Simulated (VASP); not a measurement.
# Si (I4_1/amd) in VASP: notebook, part 2 of 2

VASP 6.6.1.

## (3) RPA correlation energy, PBE (volume scaled by 0.96)

Input file POSCAR:

```
Si
1.0
   -2.3393228040      2.3393228040      1.3113001418
    2.3393228040     -2.3393228040      1.3113001418
    2.3393228040      2.3393228040     -1.3113001418
Si
2
Direct
    0.5000000000      0.5000000000      0.0000000000
    0.2500000000      0.7500000000      0.5000000000
```

Input file INCAR.step1:

```
SYSTEM = Si
PREC = Accurate
ENCUT = 400
EDIFF = 1E-8
ISMEAR = 0
SIGMA = 0.05
LREAL = .False.
LASPH = .True.
NELM = 60
ALGO = Normal
LWAVE = .True.
LCHARG = .False.
GGA = PE
```

Input file INCAR.step2:

```
SYSTEM = Si
PREC = Accurate
ENCUT = 400
EDIFF = 1E-8
ISMEAR = 0
SIGMA = 0.05
LREAL = .False.
LASPH = .True.
NELM = 1
ALGO = EIGENVAL
LWAVE = .False.
LCHARG = .False.
GGA = PE
LHFCALC = .True.
AEXX = 1.0
ALDAC = 0.0
AGGAC = 0.0
ISTART = 1
PRECFOCK = Fast
```

Input file INCAR.step3:

```
SYSTEM = Si
PREC = Accurate
ENCUT = 400
EDIFF = 1E-8
ISMEAR = 0
SIGMA = 0.05
LREAL = .False.
LASPH = .True.
NELM = 1
ALGO = Exact
LWAVE = .True.
LCHARG = .False.
GGA = PE
NBANDS = 536
LOPTICS = .True.
ISTART = 1
```

Input file INCAR.step4:

```
SYSTEM = Si
PREC = Accurate
ENCUT = 400
EDIFF = 1E-8
ISMEAR = 0
SIGMA = 0.05
LREAL = .False.
LASPH = .True.
NELM = 60
ALGO = ACFDT
LWAVE = .False.
LCHARG = .False.
GGA = PE
NBANDS = 536
ENCUTGW = 250
NOMEGA = 12
ISTART = 1
PRECFOCK = Fast
```

Input file KPOINTS:

```
regular mesh
0
Gamma
  6 6 6
  0 0 0
```

Potentials or basis: VASP PAW PBE potentials, release 64 (Si_GW).

Run with:

```console
cat potpaw_PBE.64/Si_GW/POTCAR > POTCAR
cp INCAR.step1 INCAR
mpirun -np 1 vasp_std > vasp.out
cp INCAR.step2 INCAR
mpirun -np 1 vasp_std > vasp.out
cp INCAR.step3 INCAR
mpirun -np 1 vasp_std > vasp.out
cp INCAR.step4 INCAR
mpirun -np 1 vasp_std > vasp.out
```

OUTCAR:

```text
SYSTEM = Si
   PREC = Accurate
   ENCUT = 400
   EDIFF = 1E-8
   ISMEAR = 0
   LREAL = .False.
   LASPH = .True.
   NELM = 60
   GGA = PE
   ENCUTGW = 250
   ISTART = 1
   PRECFOCK = Fast

 ion  position               nearest neighbor table
   1  0.500  0.500  0.000-   2 2.43   2 2.43   2 2.43   2 2.43   2 3.06   2 3.06   2 3.06   2 3.06

   2  0.250  0.750  0.500-   1 2.43   1 2.43   1 2.43   1 2.43   1 3.06   1 3.06   1 3.06   1 3.06

  LATTYP: Found a body centered tetragonal cell.
 ALAT       =     4.6786456080
 C/A-ratio  =     0.5605468983

  Lattice vectors:

 A1 = (  -2.3393228040,   2.3393228040,   1.3113001418)
 A2 = (   2.3393228040,  -2.3393228040,   1.3113001418)
 A3 = (   2.3393228040,   2.3393228040,  -1.3113001418)

Analysis of symmetry for initial positions (statically):
=====================================================================
 Subroutine PRICEL returns:
 Original cell was already a primitive cell.

 Routine SETGRP: Setting up the symmetry group for a
 body centered tetragonal supercell.

 Subroutine GETGRP returns: Found 16 space group operations
 (whereof  8 operations were pure point group operations)
 out of a pool of 16 trial point group operations.

The static configuration has the point symmetry D_2d.
 The point group associated with its full space group is D_4h.

Analysis of symmetry for dynamics (positions and initial velocities):
=====================================================================
 Subroutine PRICEL returns:
 Original cell was already a primitive cell.

 Routine SETGRP: Setting up the symmetry group for a
 body centered tetragonal supercell.

 Subroutine GETGRP returns: Found 16 space group operations
 (whereof  8 operations were pure point group operations)
 out of a pool of 16 trial point group operations.

The dynamic configuration has the point symmetry D_2d.
 The point group associated with its full space group is D_4h.

 Subroutine INISYM returns: Found 16 space group operations
 (whereof  8 operations are pure point group operations),
 and found     1 'primitive' translations

----------------------------------------------------------------------------------------

                                     Primitive cell

  volume of cell :      28.7040

  direct lattice vectors                    reciprocal lattice vectors
    -2.339322804  2.339322804  1.311300142     0.000000000  0.213737069  0.381300958
     2.339322804 -2.339322804  1.311300142     0.213737069  0.000000000  0.381300958
     2.339322804  2.339322804 -1.311300142     0.213737069  0.213737069  0.000000000

  length of vectors
     3.558703475  3.558703475  3.558703475     0.437120069  0.437120069  0.302269862

  position of ions in fractional coordinates (direct lattice)
     0.500000000  0.500000000  0.000000000
     0.250000000  0.750000000  0.500000000

  ion indices of the primitive-cell ions
   primitive index   ion index
                 1           1
                 2           2

----------------------------------------------------------------------------------------

 KPOINTS: regular mesh

Automatic generation of k-mesh.
 Grid dimensions read from file:
 generate k-points for:    6    6    6

 Generating k-lattice:

  Cartesian coordinates                     Fractional coordinates (reciprocal lattice)
     0.000000000  0.035622845  0.063550160     0.166666667 -0.000000000  0.000000000
     0.035622845  0.000000000  0.063550160    -0.000000000  0.166666667  0.000000000
     0.035622845  0.035622845  0.000000000     0.000000000  0.000000000  0.166666667

  Length of vectors
     0.072853345  0.072853345  0.050378310

  Shift w.r.t. Gamma in fractional coordinates (k-lattice)
     0.000000000  0.000000000  0.000000000

 Subroutine IBZKPT returns following result:
 ===========================================

 Found     30 irreducible k-points:

 Following reciprocal coordinates:
            Coordinates               Weight
  0.000000  0.000000  0.000000      1.000000
  0.166667  0.000000 -0.000000      8.000000
  0.333333  0.000000 -0.000000      8.000000
  0.500000  0.000000 -0.000000      4.000000
  0.166667  0.166667 -0.000000      8.000000
  0.333333  0.166667 -0.000000     16.000000
[... 16 lines left out ...]
 -0.333333 -0.333333  0.166667      8.000000
 -0.166667 -0.333333  0.166667      8.000000
 [... further k-points ...]
   k-points           NKPTS =     30   k-points in BZ     NKDIM =    216   number of bands    NBANDS=    536
   number of dos      NEDOS =    301   number of ions     NIONS =      2
   total plane-waves  NPLWV =  13824
   dimension x,y,z NGX =    24 NGY =   24 NGZ =   24
   dimension x,y,z NGXF=    48 NGYF=   48 NGZF=   48
   ions per type =               2
   NGX,Y,Z   is equivalent  to a cutoff of  11.21, 11.21, 11.21 a.u.
   NGXF,Y,Z  is equivalent  to a cutoff of  22.42, 22.42, 22.42 a.u.
 SYSTEM =  Si
   PREC   = accura    normal or accurate (medium, high low for compatibility)
   ISTART =      1    job   : 0-new  1-cont  2-samecut
   ICHARG =      0    charge: 1-file 2-atom 10-const
   ISPIN  =      1    spin polarized calculation?
   LNONCOLLINEAR =      F non collinear calculations
   LSORBIT =      F    spin-orbit coupling
   LASPH  =      T    aspherical Exc in radial PAW
   ENCUT  =  400.0 eV  29.40 Ry    5.42 a.u.   5.80  5.80  5.80*2*pi/ulx,y,z
   NELM   =     60;   NELMIN=  2; NELMDL=  0     # of ELM steps
   EDIFF  = 0.1E-07   stopping-criterion for ELM
   LREAL  =      F    real-space projection
   EDIFFG = 0.1E-06   stopping-criterion for IOM
   NSW    =      0    number of steps for IOM
   IBRION =     -1    ionic relax: 0-MD 1-quasi-New 2-CG
   NFREE  =      0    steps in history (QN), initial steepest desc. (CG)
   ISIF   =      0    stress and relaxation
   ISYM   =      3    0-nonsym 1-usesym 2-fastsym
   POTIM  = 0.5000    time-step for ionic-motion
   TEBEG  =    0.0;   TEEND  =   0.0 temperature during run
[... 9 lines left out ...]
     AMIX     =   0.40;   BMIX     =  1.00
     AMIX_MAG =   1.60;   BMIX_MAG =  1.00
  volume/ion in A,a.u.               =      14.35        96.85
  Fermi-wavevector in a.u.,A,eV,Ry     =   1.069360  2.020798 15.558688  1.143531
  Thomas-Fermi vector in A             =   2.205037
   LORBIT       =      0    0 simple, 1 ext, 2 COOP (PROOUT), +10 PAW based schemes
   GGA     = PE    functional components
   LHFCALC =     T    Hartree Fock is set to
   PRECFOCK=fast      Normal, Fast or Accurate (Low or Medium for compatibility)
   ENCUT4O =  -1.0   cutoff for four orbital integrals eV
   NKREDX  =     1    reduce k-point grid by
   NKREDY  =     1    reduce k-point grid by
   NKREDZ  =     1    reduce k-point grid by
   AEXX    =    1.0000 exact exchange contribution
   HFSCREEN=    0.0000 screening length (either q_TF or 0.3 A-1)
   HFSCREENC=   0.0000 screening length for correlation (either q_TF or 0.3 A-1)
   ENCUTFOCK=  -1.0 apply spherical cutoff to Coloumb kernel
   IVDW    =     0    specifies the selected vdW correction
   LEPSILON=     F    determine dielectric tensor
   LRPA    =     F    only Hartree local field effects (RPA)
   LRPAFORCE           =     F    calculate RPA forces
   ENCUTGW             = 250.0    cutoff for response function in eV
   ENCUTGWSOFT         = 200.0    soft cutoff for Coulomb kernel in GW response function in eV
   ENCUTLF             =  -1.0    cutoff for local field effects
   NELMGW              =     1    number of iterations in solving QP/BSE equation
   NELMHF              =     1    number of iterations in the inner HF iteration
   NKREDLFX            =     1    NKREDLFY  =   1   NKREDLFZ  =   1
 non-spin polarized calculation
 Gauss-broadening in eV      SIGMA  =   0.05
  energy-cutoff  :      400.00
  volume of cell :       28.70
 maximum number of plane-waves:       536
  NGX = 16; NGY = 16; NGZ = 16
   NGX = 11   NGY = 11   NGZ = 11
 maximum number of plane-waves:       272

      cutoff energy     smooth cutoff   RPA   correlation   Hartree contr. to MP2
---------------------------------------------------------------------------------
            250.000           200.000      -13.7669947657      -32.2423005859
            238.095           190.476      -13.7468815001      -32.2213315239
            226.757           181.406      -13.7253170315      -32.1988210367
            215.959           172.768      -13.7022714411      -32.1747434204
            205.676           164.541      -13.6775425186      -32.1488955566
            195.882           156.705      -13.6511474823      -32.1212978296
            186.554           149.243      -13.6228395875      -32.0916911205
            177.670           142.136      -13.5925561514      -32.0600029283
  linear regression
  converged value                          -14.0272656606      -32.5143744241
```

Run time: 65 min. Hardware: 1 thread of Intel Xeon Platinum 8259CL at 2.50GHz (Skylake/Cascade Lake), shared host; peak memory 1.3 GiB.

What came out:

```yaml
Band_gap_on_the_k_mesh_mean-field_level: none (metal or under the smearing width)
RPA_correlation_energy: -7.014 eV/atom
RPA_total_energy_per_cell: -29.934 eV
RPA_correlation_energy_per_cell: -14.027 eV
```

Caveat: the k mesh is coarse (spacing up to 0.46 Å⁻¹), so the values aren't converged; the ground state has no gap, which makes the many-body step unreliable.
